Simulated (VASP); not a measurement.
Input of a VASP 6.6.1 run:

File POSCAR:

```
GaP
1.0
    0.0000000000      2.7252500000      2.7252500000
    2.7252500000      0.0000000000      2.7252500000
    2.7252500000      2.7252500000      0.0000000000
Ga P
1 1
Direct
    0.0000000000      0.0000000000      0.0000000000
    0.7500000000      0.7500000000      0.7500000000
```

Contents of INCAR.step1:

```
PREC     = Accurate       # precision mode
ENCUT    = 520            # plane-wave cutoff, eV
EDIFF    = 1E-5           # SCF threshold, eV
ISMEAR   = -1             # smearing method
SIGMA    = 0.05           # smearing width, eV
LREAL    = False          # projectors in reciprocal space
LASPH    = True           # aspherical terms in the spheres
NELM     = 60             # most SCF steps
ALGO     = Normal         # electronic algorithm
ISIF     = 2              # what is computed and relaxed
LWAVE    = True           # write WAVECAR
LCHARG   = False          # write CHGCAR
NBANDS   = 16             # bands
GGA      = PE             # functional
```

INCAR.step2

```
PREC     = Accurate       # precision mode
ENCUT    = 520            # plane-wave cutoff, eV
EDIFF    = 1E-6           # SCF threshold, eV
ISMEAR   = -1             # smearing method
SIGMA    = 0.05           # smearing width, eV
LREAL    = False          # projectors in reciprocal space
LASPH    = True           # aspherical terms in the spheres
NELM     = 60             # most SCF steps
ALGO     = Normal         # electronic algorithm
ISIF     = 2              # what is computed and relaxed
LWAVE    = False          # write WAVECAR
LCHARG   = False          # write CHGCAR
GGA      = PE             # functional
LHFCALC  = True           # exact exchange
AEXX     = 0.3            # exact-exchange fraction
PRECFOCK = Fast         
HFRCUT   = -1           
NBANDS   = 16             # bands
ISTART   = 1
```

File KPOINTS:

```
Automatic mesh
0
Gamma
  4 4 4
```

Potentials or basis: VASP PAW PBE potentials, release 64 (Ga_d, P).

Command:

```sh
$ cat potpaw_PBE.64/Ga_d/POTCAR potpaw_PBE.64/P/POTCAR > POTCAR
$ cp INCAR.step1 INCAR
$ mpirun -np 1 vasp_std > vasp.out
$ cp INCAR.step2 INCAR
$ mpirun -np 1 vasp_std > vasp.out
```

**Question.** What does it give for the pressure?

**Answer.** 0.2 GPa.

**Question.** Predict the band gap on the k mesh.

**Answer.** 3.29 eV, indirect (least direct gap 3.91 eV).

Caveat: the k mesh is coarse (spacing up to 0.50 Å⁻¹), so the values aren't converged, least of all with exact exchange; the PAW data sets were made with another functional, which shifts forces and pressure a little. A k mesh can miss the band edges.
